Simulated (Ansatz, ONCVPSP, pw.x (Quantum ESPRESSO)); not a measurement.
## From atom to crystal: ONCV potential for N (Z = 7)

```
Element                 : nitrogen (N)
Generator               : ONCVPSP 4.0.1
Type                    : optimised norm-conserving Vanderbilt (ONCV)
Functional              : PBE
Relativity              : scalar-relativistic
Frozen core             : [He]
Valence charge          : 5
Reference configuration : 2s2 2p3
Partial waves           : 2s: rc 1.05 bohr, ncon 4, nbas 8, qcut 7.7 1/bohr, 2 projectors, debl 3.9 Ha; 2p: rc 1.85 bohr, ncon 4, nbas 7, qcut 8.1 1/bohr, 2 projectors, debl 3.9 Ha; d scattering state at 0.45 Ha: rc 1.60 bohr, ncon 4, nbas 9, qcut 5.1 1/bohr, 2 projectors, debl 1.2 Ha
Local potential         : polynomial inside 0.85 bohr (lpopt 5, dvloc0 6 Ha)
Core correction         : Teter function fitted to the true core (icmod 2), fcfact 0.7
```

Crystal test: fcc N in pw.x 7.5, no spin, 18³ k-points, Fermi–Dirac smearing 0.01 Ry, cutoffs 130/520 Ry. The reference is all-electron LAPW (Ansatz 0.2.0) with the same functional, mesh and smearing; V0 and B0 come from Birch–Murnaghan fits to the pressures at five volumes. Errors are pseudo minus all-electron; Δ is the rms difference of the E(V) curves that follow from these fits, minima aligned, over ±6 % about the mean V0. Mesh and smearing are coarse, so the numbers serve the comparison and aren't converged zero-temperature values; the lattice is a test structure that the element need not adopt. Spin polarisation is left out.

```csv
V (Å³/atom),P all-electron (GPa),P pseudo (GPa)
7.222,10.44,10.71
7.412,5.03,5.30
7.602,0.28,0.52
7.792,-3.90,-3.66
7.982,-7.58,-7.34
```

All-electron: a0 = 3.123 Å (V0 = 7.61 Å³/atom), B0 = 177.0 GPa.

Pseudopotential: mean pressure error (GPa): +0.25; a0 (Å): 3.124; a0 error (%): +0.05; B0 error (%): -0.5; Δ (meV/atom): 0.4. Atomic configuration tests: 1 of 4 tests not solved or not reliable.

At the middle volume, how do free energy and pressure move when the wave cutoff is lowered (ecutrho kept at four times it)?

| cutoff (Ry) | shift of F (meV/atom) | shift of P (GPa) |
| --- | --- | --- |
| 58 | +5.5 | -0.17 |
| 78 | +4.0 | +0.04 |
| 104 | +1.0 | -0.19 |

The run at the middle volume (195 k-points, 6 iterations) took about 33 s on one core of a shared host (Intel(R) Xeon(R) Processor @ 2.60GHz, 24 threads, 31 GiB, load 14).
